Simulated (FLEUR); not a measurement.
Ta: equation of state with SCAN

**Experimental background.**

From “Pressure effects on the electronic structure and superconductivity of (TaNb)0.67(HfZrTi)0.33 high entropy alloy”, 2019, arxiv:1910.08312, for a bulk crystal of Ta: bulk modulus 194 GPa.

Ta:

```xyz
1
Lattice="-1.6513 1.6513 1.6513 1.6513 -1.6513 1.6513 1.6513 1.6513 -1.6513" Properties=species:S:1:pos:R:3 pbc="T T T"
Ta    0.0000    0.0000    0.0000
```

```
Program             : FLEUR MaX-R8.1 (later development tree)
Task                : equation of state
Functional          : SCAN
Potentials or basis : all-electron
Basis               : FLAPW
Kmax                : 4.1 1/bohr
k mesh              : 11 × 11 × 11
Occupations         : fermi-dirac, width 0.05 eV
Spin                : no spin polarisation
```

| Property | Result |
| --- | --- |
| Equilibrium volume | 17.53 Å³/atom |
| Bulk modulus | 214 GPa |

Energy against volume, from the lowest point:
```csv
volume (Å³/atom),energy (meV/atom)
16.930,12.26
17.290,0.00
18.010,6.33
18.731,46.66
19.091,77.36
```

Against the measured bulk modulus of Ta, 194 GPa (quoted in “Pressure effects on the electronic structure and superconductivity of (TaNb)0.67(HfZrTi)0.33 high entropy alloy”, 2019, arxiv:1910.08312), the calculated 214 GPa is off by +10.2 %. The fit is for a static lattice scaled at fixed shape and fixed fractional positions.

Caveat: the meta-GGA is that of a development version, with a GGA for the radial functions and cores and without core tails. Spin-orbit coupling is left out, which matters for the levels of Ta.
